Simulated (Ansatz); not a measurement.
**How an unstable Mo3H structure lowers its energy**

Theory: DFT PBE, scalar-relativistic, plane waves, PAW (Ansatz 0.2.0). All cells share a 420 eV cutoff and Γ-centred k meshes spaced at most 0.3 Å⁻¹ (0.19 for metals, 2π included).

The start was the Cu3Au (L1_2) type (Pm-3m, No. 221), relaxed within its symmetry. A cell of 8 atoms (2 times the primitive one) was then disturbed at random, relaxed without symmetry and relaxed once more on a fine mesh. The k mesh leaves about 4 meV/atom of noise in metals.

Before:

```cif
data_structure
_symmetry_space_group_name_H-M 'Pm-3m'
_symmetry_Int_Tables_number 221
_cell_length_a 3.7982
_cell_length_b 3.7982
_cell_length_c 3.7982
_cell_angle_alpha 90.000
_cell_angle_beta 90.000
_cell_angle_gamma 90.000
_cell_volume 54.79
loop_
_atom_site_label
_atom_site_type_symbol
_atom_site_symmetry_multiplicity
_atom_site_Wyckoff_symbol
_atom_site_fract_x
_atom_site_fract_y
_atom_site_fract_z
_atom_site_occupancy
H1 H 1 a 0.00000 0.00000 0.00000 1
Mo1 Mo 3 c 0.00000 0.50000 0.50000 1
```

After:

```
H Mo
1.0
     4.18736    0.00000    0.00000
     0.00000    4.18736    0.00000
     0.00000    0.00000    3.20116
H Mo
1 3
Direct
  0.00000 0.00000 0.50000
  0.50000 0.50000 0.00000
  0.00000 0.50000 0.50000
  0.50000 0.00000 0.50000
```

Is this a distortion of the same structure or a reconstruction, and what lowers the energy?

A reconstruction, from Pm-3m (No. 221) to P4/mmm (No. 123). Each Mo has on average 10 Mo contacts in place of 8, longer on average (2.69 → 2.84 Å); H–Mo bonds form, at 2.09 Å.

What does it gain?

335 meV/atom, with the volume going from 13.70 to 14.03 Å³/atom. Against the elements the energy goes from 0.92 to 0.59 eV/atom, so the compound stays hypothetical.

Cost: 4 runs of about 16 core-minutes in all, on Arm Neoverse V1 (shared hosts).